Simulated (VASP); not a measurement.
## LiCl: single point with PBE

The system is LiCl.

```xyz
4
Lattice="3.8035 -0.0082 0.0392 -1.9088 3.2765 0.0078 0.0636 0.0513 6.0616" Properties=species:S:1:pos:R:3 pbc="T T T"
Li    1.9218    1.1206    5.3452
Li    0.0436    2.1939    2.3046
Cl    1.9506    1.1073    3.0575
Cl    0.0481    2.2559    6.0561
```

The cell comes from a database or a generator and needn't be the stable form of this composition.

The cell isn't the ideal one: all atoms moved at random, cell strained at random.

* Program: VASP 6.6.1
* Task: single point
* Functional: PBE
* Potentials or basis: VASP PAW PBE potentials, release 64 (Li_sv, Cl)
* Cutoff: 520 eV
* k mesh: 9 × 9 × 4
* Occupations: gaussian, width 0.02 eV
* Spin: no spin polarisation

* Largest force: 0.190 eV/Å
* Band gap on the k mesh: 6.31 eV, direct

Forces in eV/Å, atoms in the order of the input:
```
Li   0.082  0.162  0.040
Li   0.037  0.022  0.022
Cl  -0.052 -0.011 -0.101
Cl  -0.068 -0.173  0.039
```

Levels at points of the mesh, in eV from the valence-band top:
| k point | band 7 | band 8 | band 9 | band 10 | band 11 | band 12 | band 13 | band 14 |
| --- | --- | --- | --- | --- | --- | --- | --- | --- |
| (0.00, 0.00, 0.00) | -0.46 | -0.11 | -0.07 | 0.00 | 6.31 | 8.47 | 10.02 | 10.08 |
| (0.00, 0.00, 0.50) | -0.35 | -0.30 | -0.25 | -0.23 | 7.61 | 7.64 | 10.17 | 10.23 |

Wall time 2.7 min on 1 thread of Intel(R) Xeon(R) 6975P-C (Granite Rapids), with other jobs on the host, peak memory 0.3 GiB.

Caveat: an odd mesh through Γ misses points on the zone boundary, where band edges often lie.
